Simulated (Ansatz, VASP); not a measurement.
Al2O3 in VASP and in Ansatz

INCAR

```
SYSTEM = Al2O3
ALGO = Normal
EDIFF = 1E-6
ENCUT = 520
GGA = PE
ISIF = 2
ISMEAR = 0
IVDW = 12
LASPH = .TRUE.
LCHARG = .FALSE.
LREAL = .FALSE.
LWAVE = .FALSE.
NBANDS = 20
NELM = 80
PREC = Accurate
SIGMA = 0.05
```

Contents of KPOINTS:

```
k-points
0
G
  12 12 4
  0 0 0
```

Contents of POSCAR:

```
Al2O3
1.0
    2.8843249483      0.0000000000      0.0000000000
   -1.4421624742      2.4978986780      0.0000000000
    0.0000000000      0.0000000000      9.3367544600
Al O
2 3
Direct
    0.0000000000      0.0000000000      0.1499923300
    0.0000000000      0.0000000000      0.8500076700
    0.3333333333      0.6666666667      0.2223169200
    0.6666666667      0.3333333333      0.0000000000
    0.3333333333      0.6666666667      0.7776830800
```

Input for Ansatz:

```yaml
crystal:
  lattice:
    - [2.8843249483, 0.0, 0.0]
    - [-1.4421624742, 2.497898678, 0.0]
    - [0.0, 0.0, 9.33675446]
  atoms:
    - { symbol: Al, position: [0.0, 0.0, 0.14999233] }
    - { symbol: Al, position: [0.0, 0.0, 0.85000767] }
    - { symbol: O, position: [0.3333333333, 0.6666666667, 0.22231692] }
    - { symbol: O, position: [0.6666666667, 0.3333333333, 0.0] }
    - { symbol: O, position: [0.3333333333, 0.6666666667, 0.77768308] }
basis:
  ecutwfc: 420
kpoints:
  mp_grid: { grid: [12, 12, 4] }
hamiltonian:
  xc: pbe
  dispersion: d3bj
scf:
  occupations: { method: gaussian, width: 0.05 }
output:
  forces: true
  stress: true
  eigenvalues: true
  write_density: true
  write_potential: true
  elf: true
  volumetric_format: npy
```

Measurements of this composition are mostly on another form, of space group No. 167.

Alike in both runs: task single point; functional PBE; dispersion D3(BJ); k mesh 12 × 12 × 4; occupations gaussian, width 0.05 eV; no spin polarisation.

|  | VASP | Ansatz |
| --- | --- | --- |
| version | VASP 6.6.1 | Ansatz 0.2.0 |
| potentials or method | VASP PAW PBE potentials, release 64 (Al, O) | scalar-relativistic, plane waves, PAW |
| plane-wave cutoff (eV) | 520 | 420 |
| valence electrons in the cell | 24 | 24 |

VASP gave:

| Property | Result |
| --- | --- |
| gap on the k mesh at the Fermi level (eV) | 4.77 |
| least direct gap on the mesh (eV) | 5.01 |
| pressure (GPa) | -1.7 |
| largest component of the traceless stress (GPa) | 0.30 |
| rms of the force components (eV/Å) | 0.027 |

Q: Which values does Ansatz return?

A: gap on the k mesh at the Fermi level (eV): 4.79; least direct gap on the mesh (eV): 5.03; pressure (GPa): -1.7; largest component of the traceless stress (GPa): 0.51; rms of the force components (eV/Å): 0.038.

Atom by atom the forces differ by 0.017 eV/Å (rms over components). Ansatz warned: «xc_potential_rough_in_thin_density».

A k mesh can miss the band edges. A hybrid or GW would open this gap; PBE tends to underestimate it.
